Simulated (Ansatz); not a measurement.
**Strain and the gap of AlN (wurtzite)**

AlN in the wurtzite structure, relaxed with r2SCAN in the plane-wave code Ansatz. It is hexagonal, P6_3mc (No. 186); a = 3.107 Å, c = 4.979 Å in the conventional setting, 10.40 Å³ an atom. Al has 4 N at 1.89–1.90 Å; N has 4 Al at 1.89–1.90 Å.

The axes x, y and z are those of this cell:
```xyz
4
Lattice="3.1067 0.0000 0.0000 -1.5533 2.6905 0.0000 0.0000 0.0000 4.9786" Properties=species:S:1:pos:R:3 pbc="T T T"
Al    0.0000    1.7937   -0.0164
Al    1.5533    0.8968    2.4729
N     0.0000    1.7937    1.8834
N     1.5533    0.8968    4.3727
```

Unstrained: The PBE gap is direct at Γ: 4.232 eV. With r2SCAN the gap is 4.880 eV and direct, at Γ. HSE06 gives a direct gap of 5.599 eV at Γ. Meshes: PBE 12×12×6, r2SCAN 12×12×6, HSE06 6×6×4. Strains are changes of length per length, and xy shears are angles. After each strain the atoms were relaxed again with r2SCAN within the symmetry that the strain leaves, so tilts or polar shifts that break it weren't tested; points keep the names that they have in the unstrained zone. Spin-unpolarised throughout; all numbers are computed.

Changes of the least gap in eV (an overlap counts as a negative gap):
```tsv
strain	volume change (%)	space group	PBE	r2SCAN	HSE06	energy rise, r2SCAN (meV/atom)
epitaxial -3.0 % in the xy plane, free normal strain +1.54 %	-4.5	P6_3mc	+0.390	+0.418	+0.446	30.7
epitaxial +1.5 % in the xy plane, free normal strain -0.85 %	+2.1	P6_3mc	-0.303	-0.320	-0.323	6.9
uniaxial +4.0 % along x	+4.0	Cmc2_1	-0.446	-0.468	-0.481	19.9
xy shear, engineering strain (angle) -5.0 %	-0.1	P2_1	-0.019	-0.020	-0.020	11.0
```

Epitaxial -3.0 % in the xy plane, free normal strain +1.54 %. HSE06: the gap goes from 5.599 to 6.045 eV (+0.446 eV). Stress change with r2SCAN, compression positive: xx +16.54, yy +16.54, zz 0.00 GPa.

Epitaxial +1.5 % in the xy plane, free normal strain -0.85 %. HSE06: the gap goes from 5.599 to 5.276 eV (-0.323 eV); with r2SCAN the top three valence levels at Γ, grouped 1+2 from the top over 223 meV, become 1+2 over 406 meV. Stress change with r2SCAN, compression positive: xx -6.89, yy -6.89, zz -0.01 GPa.

Uniaxial +4.0 % along x, other directions held. HSE06: the gap goes from 5.599 to 5.118 eV (-0.481 eV). Stress change with r2SCAN, compression positive: xx -14.85, yy -5.08, zz -3.93 GPa.

Xy shear, engineering strain (angle) -5.0 %. HSE06: the gap goes from 5.599 to 5.579 eV (-0.020 eV). Stress change with r2SCAN, compression positive: xx -0.37, yy +0.60, zz -0.21, xy +6.75 GPa.

The meshes of the hybrids are coarse, so their gaps aren't converged to the digits shown.

The splittings at Γ are without spin-orbit coupling, which regroups them where it is of like size or larger.
